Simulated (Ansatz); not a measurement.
# CoSi2: the cost of one run

Computed with Ansatz 0.2.0 (DFT PBEsol, scalar-relativistic, unless a step's input says otherwise).

## 1. The starting structure

The structure is cubic, space group Fm-3m (No. 225). The conventional cell has a = 5.365 Å, b = 5.365 Å, c = 5.365 Å, α = 90.00°, β = 90.00°, γ = 90.00°. Co (site symmetry m-3m) is surrounded by 8 Si at 2.32 Å. Around Si (site symmetry -43m) lie 4 Co at 2.32 Å.

As a file:

```
CELL_PARAMETERS angstrom
0.00000 2.68250 2.68250
2.68250 0.00000 2.68250
2.68250 2.68250 0.00000
ATOMIC_POSITIONS crystal
Co 0.00000 0.00000 0.00000
Si 0.25000 0.25000 0.25000
Si 0.75000 0.75000 0.75000
```

Atoms are numbered in the order of the input: Co1, Si2, Si3.

## 2. The deformed structure

Space group Fm-3m before, R-3m after.

## 3. All-electron LAPW

input.yaml

```yaml
crystal:
  lattice:
    - [-0.026825, 2.6690875, 2.6690875]
    - [2.6690875, -0.026825, 2.6690875]
    - [2.6690875, 2.6690875, -0.026825]
  atoms:
    - { symbol: Co, position: [0.0, 0.0, 0.0], spin: 2.0 }
    - { symbol: Si, position: [0.25, 0.25, 0.25] }
    - { symbol: Si, position: [0.75, 0.75, 0.75] }
magnetization:
  spin_polarized: true
kpoints:
  mp_grid: { grid: [11, 11, 11] }
  band_path:
    path:
      - [0.0, 0.0, 0.0]
      - [0.5, 0.5, 0.5]
      - [0.2525443832, 0.5, 0.7474556168]
      - [-0.2525443832, 0.2525443832, 0.5]
      - [0.0, 0.0, 0.5]
      - [0.0, 0.0, 0.0]
      - [-0.3762721916, 0.0, 0.3762721916]
      - [0.0, 0.3762721916, 0.6237278084]
      - [0.0, 0.5, 0.5]
    npoints: 5
scf:
  occupations: { method: fermi_dirac, width: 0.05 }
hamiltonian:
  xc: pbesol
  pseudopotentials: { kind: all_electron, lapw: { basis_error: 0.001 } }
output:
  forces: true
  stress: true
  eigenvalues: true
```

Launch:

```console
ansatz run input.yaml --threads 1 --pin off --max-ram 6144MiB --backend cpu --events-out ev --progress --plain --runs-dir out
```

Q: Estimate wall time and peak memory on 1 thread of Arm Neoverse V2, shared host.

About 1.9 min, with a peak of 0.97 GiB.
